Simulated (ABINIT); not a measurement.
GaN:

```
Ga N
1.0
     0.00000    2.25350    2.25350
     2.25350    0.00000    2.25350
     2.25350    2.25350    0.00000
Ga N
1 1
Cartesian
  0.0000 0.0000 0.0000
  1.1268 1.1268 1.1268
```

The cell is a database's computed one.

Program: ABINIT 10.8.3 (patched build). Alike in all runs: no spin polarisation; cell as given; smearing fermi-dirac 0.05 eV.

Q: Order these runs on this cell by their band gap on the k mesh, lowest first.
A. level PBE; potentials or basis JTH PAW PBE v2.0; k mesh 10 × 10 × 10; cutoff (eV) 680; fine-grid cutoff 1278.94 eV
B. level r2SCAN; potentials or basis JTH PAW PBE v2.0; k mesh 6 × 6 × 6; cutoff (eV) 816; fine-grid cutoff 1414.99 eV
C. level RPBE; potentials or basis PseudoDojo NC SR PBE v0.4.1 standard; k mesh 10 × 10 × 10; cutoff (eV) 1143

A: A (1.71 eV), C (1.87 eV), B (2.12 eV).
